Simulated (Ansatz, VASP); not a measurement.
## One calculation of Cl, two programs

INCAR

```
SYSTEM = Cl
ALGO     = Normal         ! electronic algorithm
EDIFF    = 1E-7           ! SCF threshold, eV
ENCUT    = 520            ! plane-wave cutoff, eV
GGA      = PS             ! functional
ISIF     = 2              ! what is computed and relaxed
ISMEAR   = -1             ! smearing method
LASPH    = .TRUE.         ! aspherical terms in the spheres
LCHARG   = .FALSE.        ! write CHGCAR
LREAL    = .FALSE.        ! projectors in reciprocal space
LWAVE    = .FALSE.        ! write WAVECAR
NBANDS   = 22             ! bands
NELM     = 100            ! most SCF steps
PREC     = Accurate       ! precision mode
SIGMA    = 0.03           ! smearing width, eV
```

KPOINTS

```
k-points
0
G
  4 4 2
  0 0 0
```

Contents of POSCAR:

```
Cl
1.0
    3.1450000000     -2.2500000000      0.0000000000
    3.1450000000      2.2500000000      0.0000000000
    0.0000000000      0.0000000000      8.2100000000
Cl
4
Direct
    0.3700000000      0.6300000000      0.4000000000
    0.1300000000      0.8700000000      0.9000000000
    0.6300000000      0.3700000000      0.6000000000
    0.8700000000      0.1300000000      0.1000000000
```

The input input.yaml:

```yaml
crystal:
  lattice:
    - [3.145, -2.25, 0.0]
    - [3.145, 2.25, 0.0]
    - [0.0, 0.0, 8.21]
  atoms:
    - { symbol: Cl, position: [0.37, 0.63, 0.4] }
    - { symbol: Cl, position: [0.13, 0.87, 0.9] }
    - { symbol: Cl, position: [0.63, 0.37, 0.6] }
    - { symbol: Cl, position: [0.87, 0.13, 0.1] }
kpoints:
  mp_grid: { grid: [4, 4, 2] }
scf:
  occupations: { method: fermi_dirac, width: 0.03 }
hamiltonian:
  xc: pbesol
  pseudopotentials: { kind: all_electron, lapw: { basis_error: 0.002 } }
output:
  forces: true
  stress: true
  eigenvalues: true
```

Alike in both runs: task single point; functional PBEsol; k mesh 4 × 4 × 2; occupations fermi-dirac, width 0.03 eV; no spin polarisation.

```csv
,VASP,Ansatz
version,VASP 6.6.1,Ansatz 0.2.0
potentials or method,"VASP PAW PBE potentials, release 64 (Cl)","all-electron LAPW, scalar-relativistic"
plane-wave cutoff (eV),520,see its input
```

Ansatz gave:

```
gap on the k mesh at the Fermi level (eV)       : 2.44
least direct gap on the mesh (eV)               : 2.49
pressure (GPa)                                  : -0.9
largest component of the traceless stress (GPa) : 1.04
rms of the force components (eV/Å)              : 0.101
```

Question: Estimate VASP's values.

Answer: gap on the k mesh at the Fermi level (eV): 2.48; least direct gap on the mesh (eV): 2.54; pressure (GPa): -1.2; largest component of the traceless stress (GPa): 1.29; rms of the force components (eV/Å): 0.178.

Atom by atom the forces differ by 0.085 eV/Å (rms over components). Ansatz ran all-electron here, so the differences hold the error of VASP's frozen core and of both bases.

Caveats: the k mesh is coarse (spacing up to 0.43 Å⁻¹), so the values aren't converged; the PAW data sets were made with another functional, which shifts forces and pressure a little (VASP). A k mesh can miss the band edges.
